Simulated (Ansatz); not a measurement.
# Cr: levels along high-symmetry lines

```
Cr
1.0
     0.00000    1.84000    1.84000
     1.84000    0.00000    1.84000
     1.84000    1.84000    0.00000
Cr
1
Direct
  0.00000 0.00000 0.00000
```

The cell comes from COD entry 9008467, which wasn't checked; take it as a given geometry.

The calculation used DFT, PBE, all-electron LAPW, scalar-relativistic (Ansatz 0.2.0).

The runs use a Γ-centred 19×19×19 k mesh, Fermi–Dirac smearing of 0.03 eV, basis error target 1 meV/atom, spin-polarised from start moments Cr 3 μB (the moments died away, and the run ended non-magnetic).

Points in fractions of the reciprocal vectors of this cell: Γ (0, 0, 0), X (0.5, 0, 0.5), U (0.625, 0.25, 0.625), K (0.375, 0.375, 0.75), L (0.5, 0.5, 0.5), W (0.5, 0.25, 0.75). The path joins them by straight lines in the order Γ–X–U–K–Γ–L–W–X; legs that retrace an earlier one aren't tabulated. Energies are in eV from the Fermi level.

Task: List the levels at X between -14 and 8 eV.

Result: -3.87, -3.06, 2.37, 2.69 (×2), 3.45.

Task: List the levels at L between -14 and 8 eV.

Result: -3.73, -0.49 (×2), 0.70, 2.39 (×2).

Task: List the levels at K between -14 and 8 eV.

Result: -2.94, -2.40, -0.15, 1.43, 2.27, 7.70.

Task: What is the band gap?

Result: none: bands cross the Fermi level, a metal.
